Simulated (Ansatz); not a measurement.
Re:

```xyz
4
Lattice="2.7664 0.0000 0.0000 -1.3832 2.3958 0.0000 0.0000 0.0000 8.9388" Properties=species:S:1:pos:R:3 pbc="T T T"
Re    1.3832    0.7986    6.7041
Re    0.0000    0.0000    4.4694
Re    0.0000    1.5972    2.2347
Re    0.0000    0.0000    0.0000
```

Base run:

- Program: Ansatz 0.2.0
- Functional: PBE
- Potentials or basis: Ansatz PAW
- Cutoff: 420 eV (not typed: the program's choice for these potentials)
- k mesh: 11 × 11 × 3
- Occupations: fermi-dirac, width 0.05 eV
- Spin: no spin polarisation

Its results: band gap on the k mesh none (metal or under the smearing width); pressure 3.3 GPa.

Q: After a change of settings the same cell gave: band gap on the k mesh none (metal or under the smearing width); pressure 7.2 GPa. Which change was it?
A. k mesh from 11 × 11 × 3 to 8 × 8 × 3
B. functional from PBE to RPBE
C. cutoff from 420 eV (not typed: the program's choice for these potentials) to 300 eV
D. functional from PBE to PBEsol

A: B.

RPBE binds less tightly than PBE, so the same cell stands under more pressure.

Caveats: spin-orbit coupling is left out, which moves the levels of the heavy elements; the PAW data sets come from PBE, with cores solved anew for the run's functional, which leaves a small shift of forces and pressure (some runs).
